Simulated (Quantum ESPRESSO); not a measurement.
# Ge (Fd-3m) in Quantum ESPRESSO: a series of runs

One crystal, Ge, is run at these levels: PBEsol; tasks: single point, equation of state.

Program: Quantum ESPRESSO 7.5. These are calculated values, not measurements. Logs are shortened: lines on timing, memory, paths and dates and some standing lists are left out, and cuts for length are marked.

**Measured values to compare with.**

From “Sub-monolayer structures of Ag overlayers on Ge(111): experimental observations and first-principles study”, 2019, arxiv:1908.00180, for a bulk crystal of Ge: bulk modulus 75.8 GPa.

The runs below are set against these values where they give the same quantity.

## Step 1: Starting point

It takes space group Fd-3m (No. 227, cubic). The conventional cell has a = 5.658 Å, b = 5.658 Å, c = 5.658 Å, α = 90.00°, β = 90.00°, γ = 90.00°. Ge (site symmetry -43m) has 4 Ge at 2.45 Å as nearest neighbours.

## Step 2: Single point, PBEsol, 21.28 Å³/atom

Input file pw.in:

```
&CONTROL
  calculation = 'scf'
  prefix = 'pwscf'
  outdir = './tmp'
  pseudo_dir = './pseudo'
  tprnfor = .true.
  tstress = .true.
  disk_io = 'nowf'
/
&SYSTEM
  ibrav = 0
  nat = 2
  ntyp = 1
  ecutwfc = 78
  nbnd = 21
  occupations = 'smearing'
  smearing = 'fd'
  degauss = 0.00367493
/
&ELECTRONS
  conv_thr = 4d-10
  electron_maxstep = 120
  mixing_beta = 0.5
/
ATOMIC_SPECIES
Ge    72.6300 Ge.upf
CELL_PARAMETERS angstrom
   0.0000000000    2.7711609388    2.7711609388
   2.7711609388    0.0000000000    2.7711609388
   2.7711609388    2.7711609388    0.0000000000
ATOMIC_POSITIONS crystal
Ge     0.7500000000    0.7500000000    0.7500000000
Ge     0.5000000000    0.5000000000    0.5000000000
K_POINTS automatic
8 8 8 0 0 0
```

Potentials or basis: PseudoDojo 0.4.1 SR PBEsol standard.

Run with:

```console
> OMP_NUM_THREADS=1 pw.x -in pw.in > pw.out
```

pw.out:

```text
This program is part of the open-source Quantum ESPRESSO suite
     for quantum simulation of materials; please cite
[... 9 lines left out ...]
     --------------------
     sticks:   dense  smooth     PW     G-vecs:    dense   smooth      PW
     Sum        1165    1165    349                26565    26565    4279

     Using Slab Decomposition

     bravais-lattice index     =            0
     lattice parameter (alat)  =       7.4059  a.u.
     unit-cell volume          =     287.2181 (a.u.)^3
     number of atoms/cell      =            2
     number of atomic types    =            1
     number of electrons       =        28.00
     number of Kohn-Sham states=           21
     kinetic-energy cutoff     =      78.0000  Ry
     charge density cutoff     =     312.0000  Ry
     scf convergence threshold =      4.0E-10
     mixing beta               =       0.5000
     number of iterations used =            8  plain     mixing
     Exchange-correlation= PBESOL
                           (   1   4  10   8   0   0   0)

     celldm(1)=   7.405862  celldm(2)=   0.000000  celldm(3)=   0.000000
     celldm(4)=   0.000000  celldm(5)=   0.000000  celldm(6)=   0.000000

     crystal axes: (cart. coord. in units of alat)
               a(1) = (   0.000000   0.707107   0.707107 )
               a(2) = (   0.707107   0.000000   0.707107 )
               a(3) = (   0.707107   0.707107   0.000000 )

     reciprocal axes: (cart. coord. in units 2 pi/alat)
               b(1) = ( -0.707107  0.707107  0.707107 )
               b(2) = (  0.707107 -0.707107  0.707107 )
               b(3) = (  0.707107  0.707107 -0.707107 )

     PseudoPot. # 1 for Ge read from file:
     Ge.upf
     Pseudo is Norm-conserving + core correction, Zval = 14.0
     Generated using ONCVPSP code by D. R. Hamann
     Using radial grid of 1560 points,  6 beta functions with:
                l(1) =   0
                l(2) =   0
                l(3) =   1
                l(4) =   1
                l(5) =   2
                l(6) =   2

     atomic species   valence    mass     pseudopotential
     Ge               14.00    72.63000     Ge( 1.00)

     48 Sym. Ops., with inversion, found (24 have fractional translation)

   Cartesian axes

     site n.     atom                  positions (alat units)
         1        Ge     tau(   1) = (   1.0606602   1.0606602   1.0606602  )
         2        Ge     tau(   2) = (   0.7071068   0.7071068   0.7071068  )

     number of k points=    29  Fermi-Dirac smearing, width (Ry)=  0.0037
                       cart. coord. in units 2pi/alat
        k(    1) = (   0.0000000   0.0000000   0.0000000), wk =   0.0039062
        k(    2) = (   0.0883883   0.0883883  -0.0883883), wk =   0.0312500
        k(    3) = (   0.1767767   0.1767767  -0.1767767), wk =   0.0312500
        k(    4) = (   0.2651650   0.2651650  -0.2651650), wk =   0.0312500
        k(    5) = (  -0.3535534  -0.3535534   0.3535534), wk =   0.0156250
        k(    6) = (   0.1767767   0.0000000   0.0000000), wk =   0.0234375
[... 21 lines left out ...]
        k(   28) = (  -0.7071068   0.1767767  -0.0000000), wk =   0.0468750
        k(   29) = (  -0.7071068   0.3535534   0.0000000), wk =   0.0234375

     Dense  grid:    26565 G-vectors     FFT dimensions: (  48,  48,  48)

     Initial potential from superposition of free atoms

     starting charge      27.9985, renormalised to      28.0000
     Starting wfcs are   18 randomized atomic wfcs +    3 random wfcs

     Self-consistent Calculation

     iteration #  1     ecut=    78.00 Ry     beta= 0.50
     Davidson diagonalization with overlap
     ethr =  1.00E-02,  avg # of iterations =  5.1

     Threshold (ethr) on eigenvalues was too large:
     Diagonalizing with lowered threshold

     Davidson diagonalization with overlap
     ethr =  1.27E-04,  avg # of iterations =  3.2

     total energy              =    -356.80307976 Ry
     estimated scf accuracy    <       0.03683667 Ry

     iteration #  2     ecut=    78.00 Ry     beta= 0.50
     Davidson diagonalization with overlap
     ethr =  1.32E-04,  avg # of iterations =  1.0

     total energy              =    -356.80214346 Ry
     estimated scf accuracy    <       0.00647393 Ry

     iteration #  3     ecut=    78.00 Ry     beta= 0.50
     Davidson diagonalization with overlap
     ethr =  2.31E-05,  avg # of iterations =  2.7

     total energy              =    -356.80254728 Ry
     estimated scf accuracy    <       0.00009035 Ry

     iteration #  4     ecut=    78.00 Ry     beta= 0.50
     Davidson diagonalization with overlap
     ethr =  3.23E-07,  avg # of iterations =  4.2

     total energy              =    -356.80255933 Ry
     estimated scf accuracy    <       0.00000601 Ry

     iteration #  5     ecut=    78.00 Ry     beta= 0.50
     Davidson diagonalization with overlap
     ethr =  2.15E-08,  avg # of iterations =  1.4

     total energy              =    -356.80255937 Ry
     estimated scf accuracy    <       0.00000051 Ry

     iteration #  6     ecut=    78.00 Ry     beta= 0.50
     Davidson diagonalization with overlap
     ethr =  1.83E-09,  avg # of iterations =  2.0

     total energy              =    -356.80255959 Ry
     estimated scf accuracy    <       0.00000011 Ry

     iteration #  7     ecut=    78.00 Ry     beta= 0.50
     Davidson diagonalization with overlap
     ethr =  3.80E-10,  avg # of iterations =  2.0

     total energy              =    -356.80255961 Ry
     estimated scf accuracy    <          1.6E-09 Ry

     iteration #  8     ecut=    78.00 Ry     beta= 0.50
     Davidson diagonalization with overlap
     ethr =  5.79E-12,  avg # of iterations =  2.0

     total energy              =    -356.80255961 Ry
     estimated scf accuracy    <          5.4E-10 Ry

     iteration #  9     ecut=    78.00 Ry     beta= 0.50
     Davidson diagonalization with overlap
     ethr =  1.95E-12,  avg # of iterations =  1.8

     End of self-consistent calculation

          k = 0.0000 0.0000 0.0000 (  3383 PWs)   bands (ev):

   -14.6334 -14.6334 -14.6334 -14.5918 -14.5918 -14.3453 -14.3453 -14.3453
   -14.3259 -14.3259  -2.9577  10.3252  10.3252  10.3252  10.8863  12.8837
    12.8837  12.8837  16.7161  19.9218  19.9218

[... 25 lines left out ...]

   -14.6428 -14.6399 -14.6399 -14.5812 -14.5636 -14.3849 -14.3355 -14.3350
   -14.3350 -14.3094  -2.6872   8.0611   9.3683   9.3683  12.1703  12.9490
    14.1769  14.1769  17.6726  18.0274  20.1981

          k = 0.2652 0.0884-0.0884 (  3356 PWs)   bands (ev):

   -14.6584 -14.6494 -14.6302 -14.5645 -14.5400 -14.4091 -14.3558 -14.3379
   -14.3165 -14.2992  -2.2232   6.1197   8.7084   8.7668  12.2546  13.1635
    15.0439  15.2698  17.7760  19.3951  19.9570

          k = 0.3536 0.1768-0.1768 (  3345 PWs)   bands (ev):

   -14.6709 -14.6581 -14.6131 -14.5467 -14.5258 -14.4189 -14.3740 -14.3561
   -14.3028 -14.2869  -1.4225   4.0122   7.9984   8.4343  12.0528  13.7080
    15.1705  15.9795  19.2268  19.9832  20.8563

          k =-0.2652-0.4419 0.4419 (  3337 PWs)   bands (ev):

   -14.6760 -14.6641 -14.5984 -14.5332 -14.5287 -14.4090 -14.3899 -14.3743
   -14.2933 -14.2817  -0.6058   2.5612   7.5114   8.4369  11.8423  13.8586
    14.8430  17.6325  19.3109  21.5203  21.8201

          k =-0.1768-0.3536 0.3536 (  3343 PWs)   bands (ev):

   -14.6729 -14.6674 -14.5962 -14.5416 -14.5263 -14.4012 -14.3863 -14.3827
   -14.2885 -14.2865  -0.8325   2.9213   7.3479   8.7626  11.8824  14.0843
    14.5370  17.8771  19.3545  19.4626  21.4461

          k =-0.0884-0.2652 0.2652 (  3354 PWs)   bands (ev):

   -14.6656 -14.6624 -14.6093 -14.5550 -14.5338 -14.3992 -14.3824 -14.3563
   -14.3016 -14.2901  -1.7228   4.6817   7.5818   9.3333  12.1452  14.1534
    14.3350  16.1971  17.9223  19.3362  21.0327

          k = 0.0000-0.1768 0.1768 (  3343 PWs)   bands (ev):

   -14.6564 -14.6475 -14.6261 -14.5696 -14.5558 -14.3819 -14.3709 -14.3320
   -14.3241 -14.2993  -2.4227   6.6986   8.4233   9.9199  12.2988  13.4833
    13.6627  15.3188  17.8556  18.9253  19.0299

          k = 0.3536 0.0000 0.0000 (  3359 PWs)   bands (ev):

   -14.6543 -14.6543 -14.6422 -14.5511 -14.5099 -14.4474 -14.3631 -14.3121
   -14.3113 -14.3113  -1.8841   5.6117   8.1228   8.1228  11.2117  13.1455
    16.3922  16.3922  17.6867  20.6792  21.0291

          k = 0.4419 0.0884-0.0884 (  3354 PWs)   bands (ev):

   -14.6717 -14.6620 -14.6196 -14.5303 -14.4864 -14.4714 -14.3842 -14.3403
   -14.2978 -14.2868  -1.1810   4.1565   7.2427   7.7506  11.4900  13.0427
    16.2900  17.0161  20.0655  21.5613  21.8070

          k =-0.1768-0.5303 0.5303 (  3339 PWs)   bands (ev):

   -14.6866 -14.6685 -14.5906 -14.5101 -14.4879 -14.4660 -14.4076 -14.3718
   -14.2870 -14.2698  -0.2838   2.7375   6.3120   7.7384  11.6528  14.6986
    15.8793  16.7091  20.6207  21.9680  22.4918

          k =-0.0884-0.4419 0.4419 (  3327 PWs)   bands (ev):

   -14.6903 -14.6727 -14.5756 -14.5083 -14.4967 -14.4407 -14.4262 -14.3873
   -14.2813 -14.2664  -0.1015   2.5019   5.8508   8.0850  11.9077  15.5556
    16.1405  17.3437  18.2105  19.4428  22.3441

          k = 0.0000-0.3536 0.3536 (  3362 PWs)   bands (ev):

   -14.6808 -14.6724 -14.5825 -14.5397 -14.5066 -14.4222 -14.4013 -14.3830
   -14.2822 -14.2790  -0.9438   3.6525   6.1420   8.7071  12.3555  15.2438
    15.6003  15.7752  17.9872  20.0395  22.6063

          k = 0.5303-0.0000 0.0000 (  3354 PWs)   bands (ev):

   -14.6672 -14.6672 -14.6193 -14.5145 -14.5067 -14.4483 -14.4050 -14.3403
   -14.2889 -14.2889  -0.5765   3.2825   7.3005   7.3005  10.7358  11.7720
    18.7337  18.7337  20.0876  22.4202  23.1257

          k =-0.0884-0.6187 0.6187 (  3337 PWs)   bands (ev):

   -14.6806 -14.6714 -14.5887 -14.5330 -14.4824 -14.4303 -14.4285 -14.3728
   -14.2819 -14.2737   0.3117   2.1692   6.4691   7.2079  11.0702  12.1927
    18.5905  18.9818  21.3491  22.4755  22.8098

          k = 0.0000-0.5303 0.5303 (  3322 PWs)   bands (ev):

   -14.6928 -14.6737 -14.5718 -14.5022 -14.4695 -14.4545 -14.4475 -14.3898
   -14.2790 -14.2621   0.7010   1.7973   5.6216   7.4907  11.3580  14.4714
    17.8861  17.9912  18.7463  20.2542  24.4790

          k =-0.7071 0.0000 0.0000 (  3306 PWs)   bands (ev):

   -14.6722 -14.6722 -14.5750 -14.5750 -14.4554 -14.4554 -14.3886 -14.3886
   -14.2800 -14.2800   1.1780   1.1780   7.0179   7.0179  10.9038  10.9038
    20.3342  20.3342  22.4816  22.4816  23.4219

          k = 0.3536 0.1768 0.0000 (  3355 PWs)   bands (ev):

   -14.6671 -14.6636 -14.6143 -14.5490 -14.5150 -14.4347 -14.3711 -14.3500
   -14.3002 -14.2898  -1.6417   4.8879   7.2303   8.5869  12.6649  13.3781
    14.9312  16.0675  18.5681  20.6647  20.9845

          k =-0.2652-0.4419 0.6187 (  3344 PWs)   bands (ev):

   -14.6806 -14.6713 -14.5890 -14.5315 -14.5001 -14.4445 -14.3903 -14.3787
   -14.2855 -14.2770  -0.7734   3.3245   6.5134   8.0597  12.8958  13.7811
    15.2833  16.6575  19.8764  20.2095  22.0705

          k =-0.1768-0.3536 0.5303 (  3320 PWs)   bands (ev):

   -14.6867 -14.6729 -14.5775 -14.5187 -14.5020 -14.4383 -14.4105 -14.3870
   -14.2825 -14.2700  -0.1615   2.4203   6.3340   7.8230  12.8606  13.6600
    16.3286  17.5199  18.1907  21.3790  22.1178

          k =-0.1768-0.5303 0.7071 (  3352 PWs)   bands (ev):

   -14.6771 -14.6766 -14.5928 -14.5085 -14.4963 -14.4610 -14.4073 -14.3677
   -14.2792 -14.2792  -0.3890   3.0570   6.5356   7.1924  12.1439  12.8515
    16.0881  18.6218  20.8919  21.0927  23.5023

          k =-0.0884-0.4419 0.6187 (  3337 PWs)   bands (ev):

   -14.6906 -14.6794 -14.5625 -14.4977 -14.4868 -14.4571 -14.4336 -14.3963
   -14.2748 -14.2644   0.4523   2.0842   5.8421   6.9823  12.5924  14.6537
    15.5186  17.6871  19.4796  22.3601  22.9573

          k = 0.0000-0.3536 0.5303 (  3327 PWs)   bands (ev):

   -14.6911 -14.6789 -14.5632 -14.5041 -14.4723 -14.4698 -14.4291 -14.3956
   -14.2754 -14.2649   0.1042   2.4641   5.6773   7.3741  13.0342  14.9538
    15.3978  17.3528  18.7662  20.2353  24.1081

          k =-0.7071 0.1768-0.0000 (  3342 PWs)   bands (ev):

   -14.6816 -14.6816 -14.5520 -14.5520 -14.4576 -14.4576 -14.4079 -14.4079
   -14.2719 -14.2719   1.2363   1.2363   6.4926   6.4926  12.1901  12.1901
    18.2290  18.2290  21.8145  21.8145  23.6188

          k =-0.7071 0.3536 0.0000 (  3316 PWs)   bands (ev):

   -14.6890 -14.6890 -14.5241 -14.5241 -14.4655 -14.4655 -14.4272 -14.4272
   -14.2653 -14.2653   1.2983   1.2983   6.0860   6.0860  14.8644  14.8644
    15.0018  15.0018  21.7928  21.7929  23.7132

     the Fermi energy is    10.4673 ev

!    total energy              =    -356.80255961 Ry
     estimated scf accuracy    <          2.0E-11 Ry
     smearing contrib. (-TS)   =      -0.00002154 Ry
     internal energy E=F+TS    =    -356.80253807 Ry

     The total energy is F=E-TS. E is the sum of the following terms:
     one-electron contribution =    -176.85986233 Ry
     hartree contribution      =     108.12850326 Ry
     xc contribution           =     -86.45464275 Ry
     ewald contribution        =    -201.61653625 Ry

     convergence has been achieved in   9 iterations

     Forces acting on atoms (cartesian axes, Ry/au):

     atom    1 type  1   force =    -0.00000000    0.00000000   -0.00000000
     atom    2 type  1   force =     0.00000000   -0.00000000    0.00000000

     Total force =     0.000000     Total SCF correction =     0.000000

     Computing stress (Cartesian axis) and pressure

          total   stress  (Ry/bohr**3)                   (kbar)     P=       56.08
   0.00038123  -0.00000000  -0.00000000           56.08       -0.00       -0.00
  -0.00000000   0.00038123  -0.00000000           -0.00       56.08       -0.00
  -0.00000000  -0.00000000   0.00038123           -0.00       -0.00       56.08

=------------------------------------------------------------------------------=
   JOB DONE.
=------------------------------------------------------------------------------=
```

Run time: 42 s. Hardware: 1 thread of Arm Neoverse V1, shared host; peak memory 0.09 GiB.

Results:

```
Free energy            : -4854.5461 eV
Pressure               : 5.6 GPa
Band gap on the k mesh : 0.32 eV, indirect (least direct gap 0.56 eV)
```

## Step 3: Single point, PBEsol, 21.73 Å³/atom

Changes to pw.in since step 2:

```diff
@@ -27,5 +27,5 @@
 CELL_PARAMETERS angstrom
-   0.0000000000    2.7711609388    2.7711609388
-   2.7711609388    0.0000000000    2.7711609388
-   2.7711609388    2.7711609388    0.0000000000
+   0.0000000000    2.7906767997    2.7906767997
+   2.7906767997    0.0000000000    2.7906767997
+   2.7906767997    2.7906767997    0.0000000000
 ATOMIC_POSITIONS crystal
```

Potentials or basis: PseudoDojo 0.4.1 SR PBEsol standard.

Run with:

```console
> OMP_NUM_THREADS=1 pw.x -in pw.in > pw.out
```

It took 42 s on 1 thread of Arm Neoverse V1, shared host; peak memory 0.09 GiB.

The run converged. Its results:

| Item | Value |
| --- | --- |
| Free energy | -4854.5726 eV |
| Pressure | 3.7 GPa |
| Band gap on the k mesh | 0.25 eV, indirect (least direct gap 0.36 eV) |

## Step 4: Single point, PBEsol, 22.19 Å³/atom

Changes to pw.in since step 3:

```diff
@@ -27,5 +27,5 @@
 CELL_PARAMETERS angstrom
-   0.0000000000    2.7906767997    2.7906767997
-   2.7906767997    0.0000000000    2.7906767997
-   2.7906767997    2.7906767997    0.0000000000
+   0.0000000000    2.8099234548    2.8099234548
+   2.8099234548    0.0000000000    2.8099234548
+   2.8099234548    2.8099234548    0.0000000000
 ATOMIC_POSITIONS crystal
```

Run with:

```console
> OMP_NUM_THREADS=1 pw.x -in pw.in > pw.out
```

Wall time 43 s (1 thread of Arm Neoverse V1, shared host); peak memory 0.09 GiB.

Results (log left out):

* Free energy: -4854.5890 eV
* Pressure: 2.1 GPa
* Band gap on the k mesh: 0.17 eV, direct

## Step 5: Single point, PBEsol, 22.64 Å³/atom

Changes to pw.in since step 4:

```diff
@@ -27,5 +27,5 @@
 CELL_PARAMETERS angstrom
-   0.0000000000    2.8099234548    2.8099234548
-   2.8099234548    0.0000000000    2.8099234548
-   2.8099234548    2.8099234548    0.0000000000
+   0.0000000000    2.8289100000    2.8289100000
+   2.8289100000    0.0000000000    2.8289100000
+   2.8289100000    2.8289100000    0.0000000000
 ATOMIC_POSITIONS crystal
```

Run with:

```console
> OMP_NUM_THREADS=1 pw.x -in pw.in > pw.out
```

Wall time 43 s (1 thread of Arm Neoverse V1, shared host); peak memory 0.09 GiB.

It converged, with:

```yaml
Free_energy: -4854.5967 eV
Pressure: 0.6 GPa
Band_gap_on_the_k_mesh: none (metal or under the smearing width)
```

## Step 6: Single point, PBEsol, 23.09 Å³/atom

Changes to pw.in since step 5:

```diff
@@ -27,5 +27,5 @@
 CELL_PARAMETERS angstrom
-   0.0000000000    2.8289100000    2.8289100000
-   2.8289100000    0.0000000000    2.8289100000
-   2.8289100000    2.8289100000    0.0000000000
+   0.0000000000    2.8476450493    2.8476450493
+   2.8476450493    0.0000000000    2.8476450493
+   2.8476450493    2.8476450493    0.0000000000
 ATOMIC_POSITIONS crystal
```

Potentials or basis: PseudoDojo 0.4.1 SR PBEsol standard.

Run with:

```console
> OMP_NUM_THREADS=1 pw.x -in pw.in > pw.out
```

It took 43 s on 1 thread of Arm Neoverse V1, shared host; peak memory 0.09 GiB.

Results (log left out):

* Free energy: -4854.5967 eV
* Pressure: -0.7 GPa
* Band gap on the k mesh: none (metal or under the smearing width)

## Step 7: Single point, PBEsol, 23.54 Å³/atom

Changes to pw.in since step 6:

```diff
@@ -27,5 +27,5 @@
 CELL_PARAMETERS angstrom
-   0.0000000000    2.8476450493    2.8476450493
-   2.8476450493    0.0000000000    2.8476450493
-   2.8476450493    2.8476450493    0.0000000000
+   0.0000000000    2.8661367691    2.8661367691
+   2.8661367691    0.0000000000    2.8661367691
+   2.8661367691    2.8661367691    0.0000000000
 ATOMIC_POSITIONS crystal
```

Run with:

```console
> OMP_NUM_THREADS=1 pw.x -in pw.in > pw.out
```

Wall time 43 s (1 thread of Arm Neoverse V1, shared host); peak memory 0.09 GiB.

The run converged. Its results:

* Free energy: -4854.5896 eV
* Pressure: -1.9 GPa
* Band gap on the k mesh: none (metal or under the smearing width)

## Step 8: Single point, PBEsol, 24.00 Å³/atom

Changes to pw.in since step 7:

```diff
@@ -27,5 +27,5 @@
 CELL_PARAMETERS angstrom
-   0.0000000000    2.8661367691    2.8661367691
-   2.8661367691    0.0000000000    2.8661367691
-   2.8661367691    2.8661367691    0.0000000000
+   0.0000000000    2.8843929095    2.8843929095
+   2.8843929095    0.0000000000    2.8843929095
+   2.8843929095    2.8843929095    0.0000000000
 ATOMIC_POSITIONS crystal
```

Run with:

```console
> OMP_NUM_THREADS=1 pw.x -in pw.in > pw.out
```

Run time: 43 s. Hardware: 1 thread of Arm Neoverse V1, shared host; peak memory 0.09 GiB.

The run converged. Its results:

* Free energy: -4854.5762 eV
* Pressure: -2.9 GPa
* Band gap on the k mesh: none (metal or under the smearing width)

## Step 9: Equation of state, PBEsol

Potentials or basis: PseudoDojo 0.4.1 SR PBEsol standard.

This step only gathers the single runs of the series.

What came out:

| Item | Value |
| --- | --- |
| Equilibrium volume | 22.86 Å³/atom |
| Bulk modulus | 66 GPa |
| Pressure derivative of the bulk modulus | 4.8 (rough: it moves with the points fitted) |

Energy against volume, from the lowest point:
```
volume (Å³/atom)  energy (meV/atom)
          21.281              25.27
          21.733              12.04
          22.186               3.83
          22.639               0.00
          23.092               0.01
          23.545               3.54
          23.997              10.24
```

## Step 10: Against experiment

Step 9. A measured bulk modulus of Ge is 75.8 GPa (quoted in “Sub-monolayer structures of Ag overlayers on Ge(111): experimental observations and first-principles study”, 2019, arxiv:1908.00180); the calculated 66 GPa misses it by -12.8 %. The fit is for a static lattice scaled at fixed shape and fixed fractional positions. The cell as given is a measured one (22.64 Å³/atom); PBEsol puts the equilibrium volume +1.0 % from it, thermal expansion not counted.
